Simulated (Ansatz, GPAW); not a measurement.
# BN with GLLB-SC from a Python script

These are simulated results from GPAW 26.7.0, not measurements. The cell began as a database structure and was relaxed with r2SCAN+rVV10 in plane waves (Ansatz 0.2.0). All runs are without spin polarisation.

Space group Fmm2 (No. 42), orthorhombic; a = 2.502 Å, b = 6.586 Å, c = 4.327 Å in the conventional setting, 8.91 Å³ an atom. B is surrounded by 3 N at 1.44 Å; N is surrounded by 3 B at 1.44 Å.

GLLB-SC is a model potential. Its fundamental gap is the Kohn-Sham gap plus a derivative discontinuity, which the script evaluates at the band edges among the listed k points. Its total energy isn't variational and serves nothing here.

The script, run.py:

```python
import json
from ase import Atoms
from gpaw import GPAW, PW, FermiDirac

atoms = Atoms(['B', 'N'],
              cell=[[0.0, 3.292857, 2.163276], [1.250958, 0.0, 2.163276], [1.250958, 3.292857, -0.0]],
              scaled_positions=[[0.000114, 0.000114, 0.999886], [0.666586, 0.666586, 0.333414]],
              pbc=True)
calc = GPAW(mode=PW(400), xc='GLLBSC', kpts={'size': (8, 8, 8), 'gamma': True},
            occupations=FermiDirac(0.02), maxiter=100, legacy_gpaw=True, txt='gpaw.txt')
atoms.calc = calc
res = {'energy': atoms.get_potential_energy(force_consistent=True)}
res['electrons'] = calc.get_number_of_electrons()
res['k'] = calc.get_ibz_k_points().tolist()
res['levels'] = [calc.get_eigenvalues(kpt=i).tolist() for i in range(len(res['k']))]
points = [[0.0, 0.0, 0.0], [0.5, 0.0, 0.5], [1.0, 0.5, 0.5], [0.5, 0.5, 0.0], [0.0, 0.36968, 0.36968], [1.0, 0.63032, 0.63032], [0.5, 0.297518, 0.797518], [0.5, 0.702482, 0.202482], [0.5, 0.5, 0.5], [0.5, 0.364583, -0.135417], [0.0, 0.332712, 0.332712]]
bands = calc.fixed_density(kpts=points, symmetry='off', nbands=round(res['electrons']) // 2 + 6, convergence={'bands': -2}, txt='bands.txt')
res['points'] = [bands.get_eigenvalues(kpt=i).tolist() for i in range(len(points))]
homo, lumo = bands.get_homo_lumo()
potential = calc.hamiltonian.xc.response.calculate_discontinuity_potential(homo, lumo)
res['discontinuity'] = bands.hamiltonian.xc.response.calculate_discontinuity(potential)
json.dump(res, open('results.json', 'w'))
print('free energy (eV):', round(res['energy'], 5))
```

Command: `python run.py`. It took 10 s on 1 thread of Arm Neoverse V2, on a shared host, peak memory 0.15 GiB.

The log gpaw.txt, trimmed of paths, versions and times, then the last line on the terminal. An iter line gives the energy in eV and the logarithms of the changes of orbitals (plane waves alone) and density (c: converged):

```
___ ___ ___ _ _ _
 |   |   |_  | | | |

 | | | | | . | | | |

 |__ |  _|___|_____|  26.7.0
 |___|_|

Input parameters:
  kpts: {gamma: True,
         size: (8, 8, 8)}
  maxiter: 100
  mode: {ecut: 400.0,
         name: pw}
  occupations: {fixmagmom: False,
                name: fermi-dirac,
                width: 0.02}
  xc: GLLBSC

System changes: positions, numbers, cell, pbc, initial_charges, initial_magmoms

Initialize ...

species:
  B:
    name:    Boron
    Z:       5.0
    valence: 3
    core:    2
    charge:  0.0  # [|e|]
    compensation charges:
      type: gauss
      rc: 0.20  # [Å]
      lmax: 2
    cutoffs:
      filter: 1.14  # [Å]
      core: 1.38  # [Å]
    projectors
    | kind |    occ | energy [eV] | rcut [Å] |

    |------|--------|-------------|----------|

    |   2s |  2.000 |     -10.319 |    0.635 |

    |   2p |  1.000 |      -4.115 |    0.635 |

    |    s |        |      16.892 |    0.635 |

    |    p |        |      23.096 |    0.635 |

    |    d |        |       0.000 |    0.635 |

    Using partial waves for B as LCAO basis

  N:
    name:    Nitrogen
    Z:       7.0
    valence: 5
    core:    2
    charge:  0.0  # [|e|]
    compensation charges:
      type: gauss
      rc: 0.18  # [Å]
      lmax: 2
    cutoffs:
      filter: 1.11  # [Å]
      core: 0.96  # [Å]
    projectors
    | kind |    occ | energy [eV] | rcut [Å] |

    |------|--------|-------------|----------|

    |   2s |  2.000 |     -22.351 |    0.603 |

    |   2p |  3.000 |     -10.227 |    0.529 |

    |    s |        |       4.860 |    0.603 |

    |    p |        |      16.985 |    0.529 |

    |    d |        |       0.000 |    0.577 |

    Using partial waves for N as LCAO basis

Reference energy: -2141.428329  # eV

Spin-paired calculation

Convergence criteria:
 Maximum [total energy] change in last 3 cyles: 0.0005 eV / valence electron
 Maximum integral of absolute [dens]ity change: 0.0001 electrons / valence electron
 Maximum integral of absolute [eigenst]ate change: 4e-08 eV^2 / valence electron
 Maximum number of scf [iter]ations: 100
 (Square brackets indicate name in SCF output, whereas a 'c' in
 the SCF output indicates the quantity has converged.)

Symmetries present (total): 4

  ( 1  0  0)  ( 1  0  0)  ( 0  1 -1)  ( 0  1 -1)
  ( 1  0 -1)  ( 0  1  0)  ( 1  0 -1)  ( 0  1  0)
  ( 1 -1  0)  ( 0  0  1)  ( 0  0 -1)  (-1  1  0)

512 k-points: 8 x 8 x 8 Monkhorst-Pack grid + [1/16,1/16,1/16]
95 k-points in the irreducible part of the Brillouin zone
       k-points in crystal coordinates                weights
   0:     0.00000000    0.00000000    0.00000000          1/512
   1:     0.00000000    0.12500000    0.12500000          2/512
   2:     0.00000000    0.25000000    0.25000000          2/512
   3:     0.00000000    0.37500000    0.37500000          2/512
   4:     0.00000000    0.50000000    0.50000000          1/512
   5:     0.12500000   -0.37500000    0.50000000          2/512
   6:     0.12500000    0.00000000    0.12500000          2/512
   7:     0.12500000    0.12500000    0.00000000          2/512
   8:     0.12500000    0.12500000    0.12500000          8/512
   9:     0.12500000    0.12500000    0.25000000          4/512
          ...
  94:     0.50000000    0.50000000    0.50000000          4/512

Wave functions: Plane wave expansion
  Cutoff energy: 400.000 eV
  Number of coefficients (min, max): 310, 336
  Pulay-stress correction: 0.000000 eV/Ang^3 (de/decut=0.000000)
  Using FFTW library
  ScaLapack parameters: grid=1x1, blocksize=None
  Wavefunction extrapolation:
    Improved wavefunction reuse through dual PAW basis

Occupation numbers: Fermi-Dirac:
  width: 0.0200  # eV

Eigensolver
   Davidson(niter=2)

Densities:
  Coarse grid: 20*20*20 grid
  Fine grid: 40*40*40 grid
  Total Charge: 0.000000

Density mixing:
  Method: separate
  Backend: msr1
  Linear mixing parameter: 0.05
  old densities: 10
  Width of damping distribution: 1.1
  Damping of long wavelength oscillations: 20

Hamiltonian:
  XC and Coulomb potentials evaluated on a 40*40*40 grid
  Using the GLLBSC Exchange-Correlation functional
  External potential:
    NoExternalPotential

XC parameters: GLLBSC functional being used consists of
  -----------------------------------------------------------------------
  | Weight | Module     | Description                                   |

  -----------------------------------------------------------------------
  |  1.000 | SCREENING  | GGA_X_PBE_SOL with 2 nearest neighbor stencil |

  |  1.000 | RESPONSE   | eps=0.0500 eV                                 |

  |  1.000 | XC         | GGA_C_PBE_SOL with 2 nearest neighbor stencil |

  -----------------------------------------------------------------------

Memory estimate:
  Process memory now: 110.82 MiB
  Calculator: 13.80 MiB
    Density: 3.24 MiB
      Arrays: 1.59 MiB
      Localized functions: 0.43 MiB
      Mixer: 1.22 MiB
    Hamiltonian: 1.05 MiB
      Arrays: 1.04 MiB
      XC: 0.00 MiB
      Poisson: 0.00 MiB
      vbar: 0.01 MiB
    Wavefunctions: 9.52 MiB
      Arrays psit_nG: 3.90 MiB
      Eigensolver: 0.08 MiB
      Projections: 0.30 MiB
      Projectors: 4.45 MiB
      PW-descriptor: 0.79 MiB

Total number of cores used: 1

Number of atoms: 2
Number of atomic orbitals: 8
Number of bands in calculation: 8
Number of valence electrons: 8
Bands to converge: occupied

... initialized

Initializing position-dependent things.

Density initialized from atomic densities
Creating initial wave functions:
  8 bands from LCAO basis set
Positions:
   0 B      1.250958    3.292857    0.000493    ( 0.0000,  0.0000,  0.0000)
   1 N      1.250958    3.292857    2.884019    ( 0.0000,  0.0000,  0.0000)

Unit cell:
           periodic     x           y           z      points  spacing
  1. axis:    yes    0.000000    3.292857    2.163276    20     0.1029
  2. axis:    yes    1.250958    0.000000    2.163276    20     0.1029
  3. axis:    yes    1.250958    3.292857   -0.000000    20     0.1029

  Lengths:   3.939882   2.498932   3.522471
  Angles:   79.759505  38.620697  61.619799

Effective grid spacing dv^(1/3) = 0.1306

iter:   1   -18.010344
iter:   2   -17.938458   -1.19  -0.65
iter:   3   -16.011259   -0.59  -0.68
iter:   4   -16.096189   -2.45  -1.25
iter:   5   -16.407121   -1.36  -1.36
iter:   6   -16.135623   -1.94  -1.25
iter:   7   -16.092805   -2.84  -1.86
iter:   8   -16.082221   -3.78  -2.35
iter:   9   -16.079061   -4.56  -2.94
iter:  10   -16.080468c  -6.11  -3.68
iter:  11   -16.080688c  -7.45c -4.35c

Converged after 11 iterations.

Energy contributions relative to reference atoms: (reference = -2141.428329)

Kinetic:        +12.137736
Potential:      -10.216161
External:        +0.000000
XC:             -17.944693
Entropy (-ST):   -0.000000
Local:           -0.057570
SIC:             +0.000000
--------------------------
Free energy:    -16.080688
Extrapolated:   -16.080688

GLLBSC response reference energy: 2.71092 eV (from HOMO)

Showing only first 2 kpts
 Kpt  Band  Eigenvalues  Occupancy
  0     2      1.46689    2.00000
  0     3      1.47009    2.00000
  0     4      8.19513    0.00000
  0     5     14.92512    0.00000

  1     2     -0.33324    2.00000
  1     3     -0.06499    2.00000
  1     4      9.75703    0.00000
  1     5     13.49947    0.00000

Fermi level: 3.82413

Gap: 4.266 eV
Transition (v -> c):
  (s=0, k=85, n=3, [0.50, 0.38, -0.12]) -> (s=0, k=4, n=4, [0.00, 0.50, 0.50])
Direct/indirect transitions are different
Direct gap: 5.617 eV
Transition at: (s=0, k=3, n=3, [0.00, 0.38, 0.38])

warnings.warn(

  warnings.warn('Using symmetrized grid: ({},{},{}).\n'.format(*N_c))
free energy (eV): -16.08069
```

The gap in the log is over the mesh alone; results.json adds the listed points. GLLB-SC gives a gap of 5.90 eV (4.264 eV Kohn-Sham over the listed points plus 1.635 eV discontinuity). On the same cell, plane-wave PBE (Ansatz, 12×12×12 k points and the special points) gives a gap of 3.48 eV and r2SCAN a gap of 3.94 eV; on shared hosts these took about 5.1 and 14 core-seconds on the 2-atom cell, against 10 for the script. Semilocal gaps usually lie below measured ones.
